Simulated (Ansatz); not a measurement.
Zr in Ansatz: the effect of functional

Crystal: Zr.

```
Zr
1.0
     3.27453    0.00000    0.00000
    -1.63727    2.83583    0.00000
     0.00000    0.00000    5.21473
Zr
2
Direct
  0.66667 0.33333 0.75000
  0.33333 0.66667 0.25000
```

The cell isn't the ideal one: volume scaled by 1.04.

Alike in all runs:

| Property | Result |
| --- | --- |
| Program | Ansatz 0.2.0 |
| Task | single point |
| Potentials or basis | Ansatz PAW |
| k mesh | 9 × 9 × 5 |
| Occupations | fermi-dirac, width 0.05 eV |
| Spin | no spin polarisation |

One run gave: pressure -9.2 GPa. Which functional did it use?
A. LDA
B. PBE
C. r2SCAN

A.

| functional | cutoff | pressure (GPa) |
| --- | --- | --- |
| LDA | 420 eV (not typed: the program's choice for these potentials) | -9.2 |
| r2SCAN | 500 eV (not typed: the program's choice for these potentials) | -2.8 |
| PBE | 420 eV (not typed: the program's choice for these potentials) | -3.1 |

Caveats: the PAW data sets come from PBE, with cores solved anew for the run's functional, which leaves a small shift of forces and pressure (some runs).
